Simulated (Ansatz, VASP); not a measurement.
AlN: VASP beside Ansatz

The input INCAR:

```
SYSTEM = AlN
PREC     = Accurate       ! precision mode
ENCUT    = 520            ! plane-wave cutoff, eV
EDIFF    = 1E-6           ! SCF threshold, eV
ISMEAR   = 0              ! smearing method
SIGMA    = 0.01           ! smearing width, eV
LREAL    = .False.        ! projectors in reciprocal space
LASPH    = .True.         ! aspherical terms in the spheres
NELM     = 100            ! most SCF steps
ALGO     = Normal         ! electronic algorithm
ISIF     = 2              ! what is computed and relaxed
LWAVE    = .False.        ! write WAVECAR
LCHARG   = .True.         ! write CHGCAR
GGA      = PS             ! functional
LELF     = .True.         ! ELF
LVHAR    = .True.       
NBANDS   = 16             ! bands
```

KPOINTS

```
Automatic mesh
0
Gamma
  8 8 6
  0 0 0
```

File POSCAR:

```
AlN
1.0
    3.0824771196      0.0000000000      0.0000000000
   -1.5412385598      2.6695034922      0.0000000000
    0.0000000000      0.0000000000      4.9210768552
Al N
2 2
Direct
    0.3333333333      0.6666666667     -0.0013567587
    0.6666666667      0.3333333333      0.4986432413
    0.3333333333      0.6666666667      0.3813567587
    0.6666666667      0.3333333333      0.8813567587
```

Input for Ansatz:

```yaml
crystal:
  lattice:
    - [3.08247711959, 0.0, 0.0]
    - [-1.54123855979, 2.66950349215, 0.0]
    - [0.0, 0.0, 4.92107685519]
  atoms:
    - { symbol: Al, position: [0.333333333333, 0.666666666667, -0.001356758736] }
    - { symbol: Al, position: [0.666666666667, 0.333333333333, 0.498643241264] }
    - { symbol: "N", position: [0.333333333333, 0.666666666667, 0.381356758736] }
    - { symbol: "N", position: [0.666666666667, 0.333333333333, 0.881356758736] }
kpoints:
  mp_grid: { grid: [8, 8, 6] }
scf:
  occupations: { method: fixed }
  convergence: { dr2_threshold: 1.0e-10 }
hamiltonian:
  xc: pbesol
  pseudopotentials: { kind: all_electron, lapw: { basis_error: 0.0005 } }
output:
  forces: true
  stress: true
  eigenstates:
    kpoints:
      - [0.0, 0.0, 0.0]
      - [0.500000001, -0.5, -0.335945454]
      - [1.0e-09, 0.5, -0.335945454]
      - [0.500000001, -1.0e-09, -0.335945454]
      - [-0.666666667, 0.333333333, 0.0]
      - [0.0, 0.0, -0.5]
      - [-0.5, 0.0, 0.0]
      - [-0.5, 0.5, 0.0]
      - [0.0, -0.5, 0.0]
      - [-0.5, 0.0, -0.5]
      - [-0.5, 0.5, -0.5]
      - [0.0, -0.5, -0.5]
  eigenvalues: true
```

Alike in both runs: task single point; functional PBEsol; k mesh 8 × 8 × 6; no spin polarisation.

|  | VASP | Ansatz |
| --- | --- | --- |
| version | VASP 6.6.1 | Ansatz 0.2.0 |
| potentials or method | VASP PAW PBE potentials, release 64 (Al, N) | all-electron LAPW, scalar-relativistic |
| plane-wave cutoff (eV) | 520 | see its input |
| occupations | gaussian, width 0.01 eV | fixed |

|  | VASP | Ansatz | Ansatz less VASP |
| --- | --- | --- | --- |
| gap on the k mesh at the Fermi level (eV) | 4.38 | 4.38 | -0.006 |
| pressure (GPa) | 7.0 | 6.8 | -0.15 |

Ansatz ran all-electron here, so the differences hold the error of VASP's frozen core and of both bases.

Caveats: the PAW data sets were made with another functional, which shifts forces and pressure a little (VASP). A k mesh can miss the band edges. Expect the measured gap to be larger: semilocal functionals such as PBEsol lack the derivative discontinuity.
